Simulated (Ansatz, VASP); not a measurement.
Two plane-wave programs on Zn

The input INCAR:

```
SYSTEM = Zn
PREC = Accurate
ENCUT = 520
EDIFF = 1E-6
ISMEAR = -1
SIGMA = 0.05
LREAL = .FALSE.
LASPH = .TRUE.
NELM = 80
ALGO = Normal
ISIF = 2
LWAVE = .FALSE.
LCHARG = .FALSE.
METAGGA = R2SCAN
LMIXTAU = .TRUE.
```

KPOINTS

```
regular mesh
0
G
  7 7 7
  0 0 0
```

Contents of POSCAR:

```
Zn
1.0
    3.7711300000      0.0000000000      0.0000000000
    0.0000000000      3.7711300000      0.0000000000
    0.0000000000      0.0000000000      3.7711300000
Zn
3
Direct
    0.0000000000      0.5000000000      0.5000000000
    0.5000000000      0.0000000000      0.5000000000
    0.5000000000      0.5000000000      0.0000000000
```

File KPOINTS_OPT:

```
path GXMGRX,MR
10
line-mode
reciprocal
 0.0000000000  0.0000000000  0.0000000000  G
 0.0000000000  0.5000000000  0.0000000000  X

 0.0000000000  0.5000000000  0.0000000000  X
 0.5000000000  0.5000000000  0.0000000000  M

 0.5000000000  0.5000000000  0.0000000000  M
 0.0000000000  0.0000000000  0.0000000000  G

 0.0000000000  0.0000000000  0.0000000000  G
 0.5000000000  0.5000000000  0.5000000000  R

 0.5000000000  0.5000000000  0.5000000000  R
 0.0000000000  0.5000000000  0.0000000000  X

 0.5000000000  0.5000000000  0.0000000000  M
 0.5000000000  0.5000000000  0.5000000000  R
```

Contents of input.yaml:

```yaml
crystal:
  lattice:
    - [3.77113, 0.0, 0.0]
    - [0.0, 3.77113, 0.0]
    - [0.0, 0.0, 3.77113]
  atoms:
    - { symbol: Zn, position: [0.0, 0.5, 0.5] }
    - { symbol: Zn, position: [0.5, 0.0, 0.5] }
    - { symbol: Zn, position: [0.5, 0.5, 0.0] }
hamiltonian:
  xc: r2scan
  pseudopotentials: { kind: paw }
kpoints:
  mp_grid: { grid: [7, 7, 7] }
  band_path:
    path:
      - [[0.0, 0.0, 0.0], [0.0, 0.5, 0.0], [0.5, 0.5, 0.0], [0.0, 0.0, 0.0], [0.5, 0.5, 0.5], [0.0, 0.5, 0.0]]
      - [[0.5, 0.5, 0.0], [0.5, 0.5, 0.5]]
    npoints: 14
scf:
  occupations: { method: fermi_dirac, width: 0.05 }
  n_extra_bands: 7
output:
  forces: true
  stress: true
  eigenvalues: true
  fatbands: false
```

The cell was built by a generator and needn't be a form met in nature.

Alike in both runs: task band structure; functional r2SCAN; k mesh 7 × 7 × 7; occupations fermi-dirac, width 0.05 eV; no spin polarisation.

|  | VASP | Ansatz |
| --- | --- | --- |
| version | VASP 6.6.1 | Ansatz 0.2.0 |
| potentials or method | VASP PAW PBE potentials, release 64 (Zn) | Ansatz PAW |
| plane-wave cutoff (eV) | 520 | 500 |
| valence electrons in the cell | 36 | 36 |

Ansatz gave:

| Item | Value |
| --- | --- |
| gap on the k mesh at the Fermi level (eV) | none |
| pressure (GPa) | -3.8 |

Question: What did VASP give for the same quantities?

Answer: gap on the k mesh at the Fermi level (eV): none; pressure (GPa): -3.6.

A gap of «none» marks a metal or a gap that the smearing closes.

Caveats: the PAW data sets were made with another functional, which shifts forces and pressure a little (VASP); the PAW data sets come from PBE, with cores solved anew for the run's functional, which leaves a small shift of forces and pressure (Ansatz).
